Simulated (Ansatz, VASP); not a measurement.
**Ta: VASP beside Ansatz**

```
CELL_PARAMETERS angstrom
-1.67963 1.67963 1.49034
1.67963 -1.67963 1.49034
1.67963 1.67963 -1.49034
ATOMIC_POSITIONS crystal
Ta 0.00000 0.00000 0.00000
```

Alike in both runs: task single point; functional PBE; k mesh 20 × 20 × 20; occupations gaussian, width 0.15 eV; no spin polarisation.

```csv
,VASP,Ansatz
version,VASP 6.6.1,Ansatz 0.2.0
potentials or method,"VASP PAW PBE potentials, release 64 (Ta_pv)","scalar-relativistic, plane waves, PAW"
plane-wave cutoff (eV),520,420
valence electrons in the cell,11,13
```

Ansatz gave:

- gap on the k mesh at the Fermi level (eV): none
- pressure (GPa): 20.4
- largest component of the traceless stress (GPa): 8.03

What did VASP give for the same quantities?

gap on the k mesh at the Fermi level (eV): none; pressure (GPa): 20.6; largest component of the traceless stress (GPa): 8.03.

A gap of «none» marks a metal or a gap that the smearing closes. With one functional, cell and mesh, what is left measures potentials, basis and numerics. The two sets of potentials don't hold the same shells in valence.

Caveats: so large a pressure means that the cell lies far from this level's equilibrium, or that cutoff or potentials fall short (VASP). Spin-orbit coupling is left out, which matters for the levels of Ta.
